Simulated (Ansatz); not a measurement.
Pb: how the axes shrink under pressure

Pb, P6_3/mmc, a = 3.529 Å, c = 11.532 Å. This isn't the element's structure at ambient conditions. Ansatz: r2SCAN, PAW, 500 eV, Γ-centred 12×12×4 mesh on 4 atoms, Gaussian smearing 0.10 eV; no spin polarisation. Cell and atoms are relaxed at each pressure, and no other structure is tried, so the rows at high pressure may lie past a change of phase. y = 100 ln(c/c0) with c0 = 11.5318 Å, so nearly a change in per cent. The pressures are the targets, met within 0.05 GPa.

| P (GPa) | y | 100 ln(a/a0) |
| --- | --- | --- |
| -1.0 | ? | ? |
| 0.0 | 0.00 | 0.00 |
| 1.0 | -0.69 | -0.73 |
| 4.0 | -2.44 | -2.52 |
| 12.0 | -5.89 | -5.88 |
| 25.0 | -9.55 | -9.41 |
| 50.0 | -13.32 | -14.06 |
| 90.0 | -17.49 | -18.38 |

Task: Fit y = c1 P + c2 P² to the other rows, give the linear compressibility along c, and predict the missing y.

Result: Least squares on the rows shown. y = −0.41829 P + 0.0025277 P². The linear compressibility along c is −c1/100 = 4.18 per TPa, against 4.25 along a from the same fit to the last column (its missing entry is 0.84): the crystal is about as stiff along both at low pressure. The runs next to zero pressure give 7.47 and 7.66, so a parabola over the whole range misstates the start. With a term in P³ added, the coefficient of P becomes -0.5793, 38 % more, which shows how far this figure hangs on the form. At P = -1.0 the fit asked for gives 0.42. The run gave 0.84, so the fit is 0.42 too low, within the rms miss on the fitted rows (0.86): the form describes this series only roughly. The parabola turns at P = 82.7, between the two outer rows, which can neither show nor exclude a turn there.

The mesh isn't the same in all rows (12×12×4, 18×18×4). Spin–orbit coupling is left out, which can shift energies with elements as heavy as these.